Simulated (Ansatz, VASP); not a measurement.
# Two plane-wave programs on BN

```xyz
4
Lattice="2.5546 0.0000 0.0000 -1.2773 2.2123 0.0000 0.0000 0.0000 4.2245" Properties=species:S:1:pos:R:3 pbc="T T T"
B     1.3473    0.7374    4.2237
B    -0.0700    1.4749    2.1114
N     1.2023    0.7374    2.6411
N     0.0750    1.4749    0.5289
```

Change from the starting cell: mode 4 (471.6 1/cm) frozen in, largest displacement +0.075 Å.

Alike in both runs: task single point; functional PBE; k mesh 12 × 12 × 6; occupations gaussian, width 0.05 eV; no spin polarisation.

|  | VASP | Ansatz |
| --- | --- | --- |
| version | VASP 6.6.1 | Ansatz 0.2.0 |
| potentials or method | VASP PAW PBE potentials, release 64 (B, N) | scalar-relativistic, plane waves, PAW |
| plane-wave cutoff (eV) | 520 | 420 |
| valence electrons in the cell | 16 | 16 |

Ansatz gave:

| Property | Result |
| --- | --- |
| gap on the k mesh at the Fermi level (eV) | 5.09 |
| least direct gap on the mesh (eV) | 8.02 |
| pressure (GPa) | -0.2 |
| largest component of the traceless stress (GPa) | 2.57 |
| rms of the force components (eV/Å) | 0.434 |

Question: Estimate VASP's values.

Answer: gap on the k mesh at the Fermi level (eV): 5.07; least direct gap on the mesh (eV): 8.01; pressure (GPa): 0.0; largest component of the traceless stress (GPa): 2.57; rms of the force components (eV/Å): 0.434.

Atom by atom the forces differ by 0.002 eV/Å (rms over components). The functional is the same, so the differences come from potentials, cutoffs and numerics.

A k mesh can miss the band edges.
